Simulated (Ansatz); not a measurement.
## Vibrational response of AlNi₃

Level of theory: DFT PBE, scalar-relativistic, plane waves, PAW (Ansatz). Settings: 420 eV plane-wave cutoff, Γ-centred 14×14×14 mesh, Gaussian smearing of 0.20 eV. Collinear spin, site moments 0.0, -0.2, -0.2, -0.2 μB. Phonons by linear response, acoustic sum rule imposed.

Relaxed structure:
```
Al Ni
1.0
     3.56679    0.00000    0.00000
     0.00000    3.56679    0.00000
     0.00000    0.00000    3.56679
Al Ni
1 3
Direct
  0.00000 0.00000 0.00000
  0.00000 0.50000 0.50000
  0.50000 0.00000 0.50000
  0.50000 0.50000 0.00000
```

It was relaxed at this level from a Materials Project cell. In a metal, frequencies depend on the k mesh and the smearing, soft modes most.

Optical modes at Γ:
| frequency (meV) | degeneracy |
| --- | --- |
| 24.9 | 3 |
| 27.4 | 3 |
| 40.1 | 3 |

All 9 optical modes at Γ are real: no displacement of atoms at fixed cell lowers the energy to second order. Strains and modes at other wave vectors aren't tested by this run.
